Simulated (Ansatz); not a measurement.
# Tc (P6_3/mmc) in Ansatz: further runs

The runs below take Tc through relaxation of cell and atoms, with PBEsol.

Program: Ansatz 0.2.0. These are calculated values, not measurements. Logs are shortened: lines on timing, memory, paths and dates and some standing lists are left out, and cuts for length are marked.

## (1) Starting point

The structure is hexagonal, space group P6_3/mmc (No. 194). Conventional cell: a = 2.740 Å, b = 2.740 Å, c = 4.398 Å, α = 90.00°, β = 90.00°, γ = 120.00°. Around Tc (site symmetry -6m2) lie 12 Tc at 2.71 to 2.74 Å.

## (2) Relaxation of cell and atoms, PBEsol, target pressure 20 GPa, at which the enthalpy is minimised

input.yaml

```yaml
crystal:
  lattice:
    - [2.74, 0.0, 0.0]
    - [-1.37, 2.3729096064, 0.0]
    - [0.0, 0.0, 4.398]
  atoms:
    - { symbol: Tc, position: [0.6666666667, 0.3333333333, 0.75] }
    - { symbol: Tc, position: [0.3333333333, 0.6666666667, 0.25] }
hamiltonian:
  xc: pbesol
  pseudopotentials: { kind: paw }
kpoints:
  mp_grid: { grid: [11, 11, 6] }
scf:
  occupations: { method: fermi_dirac, width: 0.05 }
output:
  forces: true
  stress: true
  eigenvalues: true
relax:
  f_tol: 0.01
  max_steps: 40
  cell: { stress_tol: 0.05, p_target: 20.0 }
```

Potentials or basis: Ansatz PAW earlier set.

On the command line:

```console
$ ansatz run input.yaml --threads 2 --pin off --max-ram 5632MiB --backend cpu --events-out ev --progress --plain --runs-dir out
```

Log:

```text
Warning: RAYON_NUM_THREADS=2 ignored (pool sized by the plan → 2); use --threads N
Engine: ansatz 0.2.0, aarch64-unknown-linux-gnu
Pseudopotentials: kind: paw
Pseudopotential: Tc, paw, valence charge 15, recommended cutoff 500 eV (normal), Tc.paw.azcp
Functional definition: PBEsol
  exchange = pbesol_x
  correlation = pbesol_c
Crystal: 2 atoms, lattice volume = 28.595 Å³
Basis set: ecut = 500 eV, 713 PW (Γ), exchange–correlation on 40×40×72 points (8 copies of the dense FFT grid, shifted against one another)
Bands: 19, of which v1, the nominal top of the filled ones, is band 15 counted from 1 (14 counted from 0)
Symmetry: 24 space group operations
Space group: P63/mmc (ITA 194), of the structure as read, at distance tolerance 3.1e-5 Å
k-points: 64 of 726
Non-local potential: Tc, projectors of the file, l = 0: 3, l = 1: 3, l = 2: 2, l = 3: 2
PAW form: soft (Blöchl's): semilocal exchange-correlation on the pseudo side does not see the compensation charge
PAW frozen core: Tc, regenerated for the run's functional, and the local potential with it (the file was generated under x = pbe(κ = 0.804, μ = 0.2195149727645171), c = pbe(β = 0.06672455060314922))
PAW one-centre angular grid: Tc, 590 points (default); XC on 64 Gauss nodes
Initial density: superposition of atomic densities (chi_scale 0.1, normalization cell)
Initial wavefunctions: pseudopotential atomic-orbital guess
Functional: x = pbesol(κ = 0.804, μ = 0.12345679012345678), c = pbesol(β = 0.046)
SCF iter   1: F=—  HF=-10675.745748 eV  |F-HF|=—  |Δ(HF+E_count)|=         —  Δρ=6.07e-2  dr2=1.03e0  ethr=3.10e-3  ⟨swp⟩=5.0  Hψ=4870  notcnv=0
preconditioner: auto → none  [metal: Δε(μ)=0.018 eV  Ē_g=5.300 eV  σ=0.050 eV  W_gap=0.09  n_scr=8 (ndim 8)  ℏωp=26.0 eV  f_vac=0.000  D(μ)=1.80/eV (n_scr^D=22)  sad-step TF]
SCF iter   2: F=—  HF=-10675.464667 eV  |F-HF|=—  |Δ(HF+E_count)|=   2.81e-1  Δρ=3.14e-2  dr2=2.70e-1  ethr=3.10e-3  ⟨swp⟩=2.2  Hψ=2011  notcnv=0  defer=1
SCF iter   3: F=—  HF=-10675.369556 eV  |F-HF|=—  |Δ(HF+E_count)|=   9.51e-2  Δρ=2.34e-3  dr2=7.14e-4  ethr=9.00e-4  ⟨swp⟩=3.0  Hψ=2422  notcnv=0  defer=1
SCF iter   4: F=—  HF=-10675.369565 eV  |F-HF|=—  |Δ(HF+E_count)|=   8.88e-6  Δρ=2.75e-4  dr2=1.85e-5  ethr=2.38e-6  ⟨swp⟩=1.8  Hψ=1669  notcnv=0  defer=1
SCF iter   5: F=—  HF=-10675.369557 eV  |F-HF|=—  |Δ(HF+E_count)|=   8.22e-6  Δρ=3.78e-5  dr2=2.13e-7  ethr=6.16e-8  ⟨swp⟩=2.2  Hψ=1848  notcnv=0  defer=1
SCF iter   6: F=-10675.369557 eV  HF=-10675.369557 eV  |F-HF|=1.16e-9  |Δ(HF+E_count)|=   4.62e-8  Δρ=7.20e-6  dr2=6.91e-9  ethr=3.33e-10  ⟨swp⟩=4.3  Hψ=4367  notcnv=0
SCF 1 converged in 6 iterations: F = -10675.369557 eV  dr2 = 6.91e-9
relax step   1: F+E_penalty+E_count = -10675.36955672 eV  Δ(F+E_penalty+E_count) = +0.000e0 eV  max|allowed force component| = 2.429e-17 eV/Å  Δτ_max = 0.0000 Å  P = -6.556 GPa  Ω = 28.595 Å³  (6 SCF iters, dr2 threshold 1.00e-7 eV, accepted)
Crystal: 2 atoms, lattice volume = 24.682 Å³
Basis set: ecut = 500 eV, 615 PW (Γ), exchange–correlation on 40×40×72 points (8 copies of the dense FFT grid, shifted against one another)
Initial density: handed on by an earlier stage of this run
Initial wavefunctions: those handed on with the density
iter 1 solved again at ethr=1.94e-5 eV; its pass at ethr=3.10e-3 eV (dr2=5.82e-3 eV) is discarded
[... 54 lines left out ...]
SCF 5 converged in 8 iterations: F = -10675.294027 eV  dr2 = 1.47e-18
relax step   5: F+E_penalty+E_count = -10675.29402683 eV  Δ(F+E_penalty+E_count) = +8.623e-5 eV  max|allowed force component| = 1.156e-17 eV/Å  Δτ_max = 0.0000 Å  P = +19.989 GPa  Ω = 26.520 Å³  stress off target by 1.85e-2 GPa  SCF on the basis re-selected at this cell (its energy is not comparable with the rows above)  (8 SCF iters)
basis re-selected at this cell: Δ(F+E_penalty+E_count) = +8.623e-5 eV, ΔP = -0.017 GPa vs the last step (what re-selecting the basis moved, of the pressure what is left beyond the Pulay correction that the steps carried, after the strain that the cell walked since its last selection, with what the two solves' SCF thresholds leave and, on support functions, any second-order correction that the steps lacked; it is no measure of the basis error at this ecutwfc). The dense FFT grid was sized anew with the basis: this SCF ran on 20×20×32 points, the steps before it on 20×20×36, so part of this shift can come from that change (see relax.cell in the input reference). This SCF's stress stands 1.85e-2 GPa from its target on what of the cell is left free (relax.cell.stress_tol is 5.00e-2 GPa) and its largest allowed force component is 1.16e-17 eV/Å (relax.f_tol is 1.00e-2 eV/Å): within both
SCF converged after 8 iterations
Free energy (F): -10675.294027 eV
Harris-Foulkes:  -10675.294027 eV  (|F-HF|=0.00e0)
Internal energy: -10675.278021 eV  (E = F + TS)
E sigma→0 (E₀):  -10675.286024 eV
Entropy (-TS):   -0.016006 eV (-8.003 meV/atom)
Fermi energy:    24.311488 eV
--- Per-component energies (eV) ---
  E_band       = -40.844315
  E_kinetic    = 1253.894905
  E_local      = -2235.830187  (includes V_loc(G=0)·N_el)
  E_nonlocal   = 577.904023
  E_hartree    = 599.604863
  E_xc         = -478.558524
  E_vxc        = -591.782520  (∫ρ·V_xc dr)
  E_paw        = -6439.511361  (= ΣΔE_a)
  E_vpaw       = -244.240237  (= ΣTr[D̂ρ^β])
  E_aug_tail   = -0.000024  (compensation charges beyond the density's cutoff)
  E_ewald      = -3953.235405
  E_core_change = 0.453689  (= ΣΔE_core)
  E_smearing   = -0.016006  (= −TS)
  E_closure    = -0.000000  (closes the sum)
  Σ components = -10675.294027   (vs F -10675.294027, Δ=0.00e0)
--- Forces (eV/Å), atoms counted from 1 ---
  atom   1  Tc    -0.00000000    -0.00000000     0.00000000
  atom   2  Tc    -0.00000000     0.00000000     0.00000000
  max |Σ_I F_I| component: 1.39e-17 eV/Å
--- Stress (GPa, compression-positive) ---
       19.992390      -0.000000       0.000000
        0.000000      19.992390       0.000000
        0.000000       0.000000      19.981460
  P = ⅓ Tr σ = 19.9887 GPa (199.887 kbar)
--- Band table (eV; the first three rows and the last of 64) ---
  k-point 0: bands = ["-42.4466", "-42.1165", "-15.2672", "-13.8432", "-13.8432", "-13.6079", "-13.6079", "-13.5566", "16.6641", "18.3709", "22.5542", "22.5542", "22.6370", "23.3689", "23.3689", "24.1659", "24.1659", "26.2083", "27.1433"]
  k-point 1: bands = ["-42.4251", "-42.1392", "-15.1594", "-13.8277", "-13.8277", "-13.6790", "-13.6238", "-13.6238", "16.9925", "18.4829", "22.4093", "22.4093", "22.4628", "23.1718", "23.1718", "24.5975", "24.5975", "25.3210", "27.1656"]
  k-point 2: bands = ["-42.3658", "-42.2008", "-14.8606", "-14.0071", "-13.7850", "-13.7850", "-13.6673", "-13.6673", "17.8352", "18.7126", "22.1289", "22.2900", "22.2900", "22.7605", "22.7605", "23.5749", "25.4983", "25.4983", "27.0059"]
  k-point 63: bands = ["-42.0683", "-42.0683", "-14.9528", "-14.9528", "-14.5146", "-14.5146", "-13.8606", "-13.8606", "19.8231", "19.8231", "20.8508", "20.8508", "22.3827", "22.3827", "24.2942", "24.2942", "27.3007", "27.3007", "33.8419"]
--- Relaxed structure (4 steps of the walk, 3 accepted, 1 SCFs on fresh bases) ---
  F+E_penalty+E_count = -10675.29402683 eV   max|allowed force component| = 1.156e-17 eV/Å   (the final SCF, on the basis selected at the relaxed cell)
  cell:  # Å, volume = 26.5201 Å³
    - [2.672445895687841, 0.0, 0.0]
    - [-1.3362229478439205, 2.314406035905128, 0.0]
    - [0.0, 0.0, 4.28772998047406]
  atoms:
    - { symbol: Tc, position: [0.6666666666666666, 0.3333333333333333, 0.75] }
    - { symbol: Tc, position: [0.3333333333333333, 0.6666666666666666, 0.25] }
```

Run time: 5.6 s. Hardware: 2 threads of Arm Neoverse V2, shared host; peak memory 0.32 GiB.

Results:

```yaml
Free_energy: -10675.2940 eV
Relaxed_volume: 13.26 Å³/atom
Relaxed_cell: a = 2.672 Å, b = 2.672 Å, c = 4.288 Å, α = 90.00°, β = 90.00°, γ = 120.00°
Space_group_after_relaxing_to_0.05_Å: P6_3/mmc (No. 194)
Energy_change_on_relaxing_the_enthalpy_is_what_falls: +37.8 meV/atom
Ionic_steps: 4
Pressure_after_relaxing: 20.0 GPa
Band_gap_on_the_k_mesh: none (metal or under the smearing width)
```

The path:
| step | energy change (eV) | largest force (eV/Å) | volume (Å³) |
| --- | --- | --- | --- |
| 1 | 0.0000 | 0.0000 | 28.59 |
| 2 | 0.0500 | 0.0000 | 26.74 |
| 3 | 0.0754 | 0.0000 | 26.52 |
| 4 | 0.0755 | 0.0000 | 26.52 |

Final structure:
```xyz
2
Lattice="2.6724 0.0000 0.0000 -1.3362 2.3144 0.0000 0.0000 0.0000 4.2877" Properties=species:S:1:pos:R:3 pbc="T T T"
Tc    1.3362    0.7715    3.2158
Tc    0.0000    1.5429    1.0719
```

Levels at points of the mesh, in eV from the Fermi level:
| k point | band 12 | band 13 | band 14 | band 15 | band 16 | band 17 | band 18 | band 19 |
| --- | --- | --- | --- | --- | --- | --- | --- | --- |
| (0.00, 0.00, 0.00) | -1.76 | -1.67 | -0.94 | -0.94 | -0.15 | -0.15 | 1.90 | 2.83 |
| (0.00, 0.00, -0.50) | -2.03 | -1.90 | -1.90 | -1.90 | -1.90 | 2.10 | 2.10 | 2.10 |

Caveat: the plane-wave basis is chosen anew once the cell has moved, so the energies of steps on either side of that aren't comparable; the PAW data sets come from PBE, with cores solved anew for the run's functional, which leaves a small shift of forces and pressure.

## (3) Relaxation of cell and atoms, PBEsol, target pressure 30 GPa, at which the enthalpy is minimised

Edit input.yaml of step 2 so:

```diff
@@ -22,2 +22,2 @@
   max_steps: 40
-  cell: { stress_tol: 0.05, p_target: 20.0 }
+  cell: { stress_tol: 0.05, p_target: 30.0 }
```

Potentials or basis: Ansatz PAW earlier set.

On the command line:

```console
$ ansatz run input.yaml --threads 2 --pin off --max-ram 5632MiB --backend cpu --events-out ev --progress --plain --runs-dir out
```

It took 6.6 s on 2 threads of Arm Neoverse V2, shared host; peak memory 0.32 GiB.

The run converged. Its results:

```yaml
Free_energy: -10675.1997 eV
Relaxed_volume: 12.96 Å³/atom
Relaxed_cell: a = 2.652 Å, b = 2.652 Å, c = 4.254 Å, α = 90.00°, β = 90.00°, γ = 120.00°
Space_group_after_relaxing_to_0.05_Å: P6_3/mmc (No. 194)
Energy_change_on_relaxing_the_enthalpy_is_what_falls: +85.0 meV/atom
Ionic_steps: 6
Pressure_after_relaxing: 30.0 GPa
Band_gap_on_the_k_mesh: none (metal or under the smearing width)
```

The path:
| step | energy change (eV) | largest force (eV/Å) | volume (Å³) |
| --- | --- | --- | --- |
| 1 | 0.0000 | 0.0000 | 28.59 |
| 2 | 0.4971 | 0.0000 | 24.66 |
| 3 | 0.1351 | 0.0000 | 26.11 |
| 4 | 0.1671 | 0.0000 | 25.93 |
| 5 | 0.1698 | 0.0000 | 25.91 |
| 6 | 0.1699 | 0.0000 | 25.91 |

Final structure:
```
CELL_PARAMETERS angstrom
2.65207 0.00000 0.00000
-1.32604 2.29676 0.00000
0.00000 0.00000 4.25414
ATOMIC_POSITIONS crystal
Tc 0.66667 0.33333 0.75000
Tc 0.33333 0.66667 0.25000
```

Levels at points of the mesh, in eV from the Fermi level:
```tsv
k point	band 12	band 13	band 14	band 15	band 16	band 17	band 18	band 19
(0.00, 0.00, 0.00)	-1.83	-1.74	-0.98	-0.98	-0.16	-0.16	1.99	2.91
(0.00, 0.00, -0.50)	-2.07	-1.97	-1.97	-1.97	-1.97	2.17	2.17	2.17
```

Caveat: the plane-wave basis is chosen anew once the cell has moved, so the energies of steps on either side of that aren't comparable; the PAW data sets come from PBE, with cores solved anew for the run's functional, which leaves a small shift of forces and pressure.
